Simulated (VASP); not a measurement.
**VASP 6.6.1 run: CuI**

INCAR

```
IBRION = -1
PREC = Accurate
NSW = 0
EDIFF = 1E-7
NELM = 120
SIGMA = 0.02
LWAVE = .FALSE.
NBANDS = 13
ISIF = 2
ISMEAR = -1
ENCUT = 520
ISYM = 3
GGA = CA
LASPH = .TRUE.
LREAL = .FALSE.
LCHARG = .FALSE.
```

KPOINTS

```
KPOINTS created by Atomic Simulation Environment
0
Gamma
8 8 8
0 0 0
```

POSCAR

```
Cu I
 1.0000000000000000
    -0.0000000000000000    2.8561104274992553    2.8561104274992553
     2.8561104274992553   -0.0000000000000000    2.8561104274992553
     2.8561104274992553    2.8561104274992553   -0.0000000000000000
 Cu  I
   1   1
Cartesian
 -0.0000000000000000 -0.0000000000000000 -0.0000000000000000
  2.8561104274992553  2.8561104274992553  2.8561104274992553
```

The recommended LDA PAW datasets give the neutral cell 18 valence electrons.

Command

```
mpirun -np 1 vasp_std
```

OSZICAR

```
N       E                     dE             d eps       ncg     rms          rms(c)
DAV:   1     0.101373119429E+03    0.10137E+03   -0.82690E+03   762   0.156E+03
DAV:   2     0.757801952429E+00   -0.10062E+03   -0.95082E+02   774   0.269E+02
DAV:   3    -0.652692991208E+01   -0.72847E+01   -0.69958E+01  1040   0.816E+01
DAV:   4    -0.675986762063E+01   -0.23294E+00   -0.23275E+00   872   0.128E+01
DAV:   5    -0.677071419458E+01   -0.10847E-01   -0.10846E-01  1136   0.304E+00
```

Standard output (part)

```
POSCAR found type information on POSCAR CuI
 POSCAR found :  2 types and       2 ions
 LDA part: xc-table for (Slater(with rela. corr.)+CA(PZ))
 , standard interpolation
 POSCAR, INCAR and KPOINTS ok, starting setup
 WAVECAR not read
 entering main loop
|                     _     ____    _    _    _____     _                     |
|                    | |   | |_) | | |  | | | |  __    | |                    |
|                    |_|   |  _ <  | |  | | | | |_ |   |_|                    |
|                     _    | |_) | | |__| | | |__| |    _                     |
|     internal error in CHECK_FULL_KPOINTS: KPOINTS_FULL not properly         |
|     initialised                                                             |
|     If you are not a developer, you should not encounter this problem.      |
|     Please submit a bug report.                                             |
```

VASP stopped with an error.

The run took about 2.8 s on one core of a shared host (Intel Xeon 6975P-C) and held 0.14 GiB at most.
